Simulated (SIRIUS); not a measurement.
**Hf in SIRIUS: convergence with density tolerance**

Input of the first run (density tolerance 0.01); the others differ in this setting and in those tied to it:

sirius.json

```json
{
  "control": {
    "processing_unit": "cpu",
    "std_evp_solver_name": "lapack",
    "gen_evp_solver_name": "lapack",
    "verbosity": 2,
    "print_forces": true,
    "ortho_rf": true,
    "use_second_variation": true,
    "rmt_max": 3.0,
    "num_bands_to_print": 21,
    "save_wf": true
  },
  "parameters": {
    "electronic_structure_method": "full_potential_lapwlo",
    "xc_functionals": ["XC_GGA_X_PBE", "XC_GGA_C_PBE"],
    "core_relativity": "dirac",
    "valence_relativity": "iora",
    "num_fv_states": 21,
    "smearing": "fermi_dirac",
    "smearing_width": 0.0018374661,
    "pw_cutoff": 20,
    "gk_cutoff": 3.47,
    "lmax_apw": 11,
    "lmax_rho": 8,
    "lmax_pot": 8,
    "num_mag_dims": 0,
    "auto_rmt": 0,
    "ngridk": [10, 10, 10],
    "shiftk": [0, 0, 0],
    "num_dft_iter": 80,
    "energy_tol": 0.01,
    "density_tol": 0.01,
    "use_symmetry": true
  },
  "settings": {"tol_ne": 1e-10},
  "iterative_solver": {"type": "exact"},
  "mixer": {"type": "anderson", "beta": 0.5, "max_history": 8},
  "unit_cell": {
    "lattice_vectors": [
      [-3.4109556549, 3.4109556549, 3.4109556549],
      [3.4109556549, -3.4109556549, 3.4109556549],
      [3.4109556549, 3.4109556549, -3.4109556549]
    ],
    "atom_types": ["Hf"],
    "atom_files": {"Hf": "Hf.json"},
    "atoms": {"Hf": [[0.0, 0.0, 0.0]]}
  }
}
```

The input Hf.json:

```json
{
  "name": "hafnium",
  "symbol": "Hf",
  "number": 72,
  "mass": 178.49,
  "rmin": 1e-06,
  "rmt": 2.65,
  "nrmt": 800,
  "rinf": 17.22,
  "core": "1s2s2p3s3p3d4s4p4d",
  "valence": [
    {"basis": [{"enu": 0.1, "dme": 0, "n": 0, "auto": 0}, {"enu": 0.1, "dme": 1, "n": 0, "auto": 0}]},
    {"l": 0, "n": 1, "basis": [{"enu": 0.2, "dme": 0, "n": 0, "auto": 0}]},
    {"l": 1, "n": 2, "basis": [{"enu": 0.2, "dme": 0, "n": 0, "auto": 0}]},
    {"l": 2, "n": 3, "basis": [{"enu": 0.2, "dme": 0, "n": 0, "auto": 0}]},
    {"l": 3, "n": 4, "basis": [{"enu": 0.2, "dme": 0, "n": 0, "auto": 0}]},
    {"l": 4, "n": 5, "basis": [{"enu": 0.2, "dme": 0, "n": 0, "auto": 0}]}
  ],
  "lo": [
    {"l": 0, "basis": [{"enu": 0.2, "dme": 0, "n": 0, "auto": 0}, {"enu": 0.2, "dme": 1, "n": 0, "auto": 0}]},
    {
      "l": 0,
      "basis": [{"enu": -2.1507, "dme": 0, "n": 5, "auto": 1}, {"enu": -2.1507, "dme": 1, "n": 5, "auto": 1}]
    },
    {"l": 0, "basis": [{"enu": -2.1507, "dme": 1, "n": 5, "auto": 1}, {"enu": 0.2, "dme": 0, "n": 0, "auto": 0}]},
    {"l": 0, "basis": [{"enu": 0.2, "dme": 0, "n": 0, "auto": 0}, {"enu": 2.4784, "dme": 0, "n": 0, "auto": 0}]},
    {"l": 1, "basis": [{"enu": 0.2, "dme": 0, "n": 0, "auto": 0}, {"enu": 0.2, "dme": 1, "n": 0, "auto": 0}]},
    {
      "l": 1,
      "basis": [{"enu": -1.003, "dme": 0, "n": 5, "auto": 1}, {"enu": -1.003, "dme": 1, "n": 5, "auto": 1}]
    },
    {"l": 1, "basis": [{"enu": -1.003, "dme": 1, "n": 5, "auto": 1}, {"enu": 0.2, "dme": 0, "n": 0, "auto": 0}]},
    {"l": 1, "basis": [{"enu": 0.2, "dme": 0, "n": 0, "auto": 0}, {"enu": 2.8201, "dme": 0, "n": 0, "auto": 0}]},
    {"l": 2, "basis": [{"enu": 0.2, "dme": 0, "n": 0, "auto": 0}, {"enu": 0.2, "dme": 1, "n": 0, "auto": 0}]},
    {"l": 2, "basis": [{"enu": 0.2, "dme": 1, "n": 0, "auto": 0}, {"enu": 0.2, "dme": 2, "n": 0, "auto": 0}]},
    {"l": 2, "basis": [{"enu": 0.2, "dme": 0, "n": 0, "auto": 0}, {"enu": 2.4214, "dme": 0, "n": 0, "auto": 0}]},
    {"l": 3, "basis": [{"enu": 0.2, "dme": 0, "n": 0, "auto": 0}, {"enu": 0.2, "dme": 1, "n": 0, "auto": 0}]},
    {
      "l": 3,
      "basis": [{"enu": -0.3273, "dme": 0, "n": 4, "auto": 1}, {"enu": -0.3273, "dme": 1, "n": 4, "auto": 1}]
    },
    {"l": 3, "basis": [{"enu": -0.3273, "dme": 1, "n": 4, "auto": 1}, {"enu": 0.2, "dme": 0, "n": 0, "auto": 0}]},
    {"l": 3, "basis": [{"enu": 0.2, "dme": 0, "n": 0, "auto": 0}, {"enu": 3.5037, "dme": 0, "n": 0, "auto": 0}]},
    {"l": 4, "basis": [{"enu": 0.2, "dme": 0, "n": 0, "auto": 0}, {"enu": 0.2, "dme": 1, "n": 0, "auto": 0}]},
    {"l": 4, "basis": [{"enu": 0.2, "dme": 0, "n": 0, "auto": 0}, {"enu": 2.9341, "dme": 0, "n": 0, "auto": 0}]}
  ],
  "free_atom": [... radial grid and density of the free atom, the start of the SCF ...]
}
```

Contents of sirius_start.json:

```json
{
  "control": {
    "processing_unit": "cpu",
    "std_evp_solver_name": "lapack",
    "gen_evp_solver_name": "lapack",
    "verbosity": 1,
    "print_forces": false,
    "ortho_rf": true,
    "use_second_variation": true,
    "rmt_max": 3.0,
    "num_bands_to_print": 21,
    "save_wf": false
  },
  "parameters": {
    "electronic_structure_method": "full_potential_lapwlo",
    "xc_functionals": ["XC_LDA_X", "XC_LDA_C_PW"],
    "core_relativity": "dirac",
    "valence_relativity": "iora",
    "num_fv_states": 21,
    "smearing": "fermi_dirac",
    "smearing_width": 0.0055123983,
    "pw_cutoff": 20,
    "gk_cutoff": 2.78,
    "lmax_apw": 11,
    "lmax_rho": 8,
    "lmax_pot": 8,
    "num_mag_dims": 0,
    "auto_rmt": 0,
    "ngridk": [4, 4, 4],
    "shiftk": [0, 0, 0],
    "num_dft_iter": 30,
    "energy_tol": 0.01,
    "density_tol": 0.05,
    "use_symmetry": true
  },
  "settings": {"tol_ne": 1e-10},
  "iterative_solver": {"type": "exact"},
  "mixer": {"type": "anderson", "beta": 0.5, "max_history": 8},
  "unit_cell": {
    "lattice_vectors": [
      [-3.4109556549, 3.4109556549, 3.4109556549],
      [3.4109556549, -3.4109556549, 3.4109556549],
      [3.4109556549, 3.4109556549, -3.4109556549]
    ],
    "atom_types": ["Hf"],
    "atom_files": {"Hf": "Hf.json"},
    "atoms": {"Hf": [[0.0, 0.0, 0.0]]}
  }
}
```

Potentials or basis: all-electron FP-LAPW, apw+lo standard.

Command:

```sh
$ OMP_NUM_THREADS=1 sirius.scf --input=sirius_start.json --output=start.json
$ OMP_NUM_THREADS=1 sirius.scf --input=sirius.json --output=output.json --task=1
```

This isn't the form of Hf at room conditions, which is hcp.

Hardware: 1 thread of Arm Neoverse V2, with other jobs on the host.

```tsv
density tolerance	energy less the tightest run, at zero smearing (meV/atom)	SCF cycles	CPU time (s)	peak memory (GiB)
0.01	0.17	4	27	0.35
0.001	-0.03	5	31	0.35
0.0001	0.00	6	33	0.35
1e-05	0.00	7	35	0.35
1e-06	0.00	8	38	0.35
1e-07	0.00	9	41	0.35
```

Against the tightest run, the energy stays within 1 meV/atom from 0.01 on. The tightest run that finished is the yardstick and may itself not be fully converged.

Spin-orbit coupling is left out, which matters for the levels of Hf.
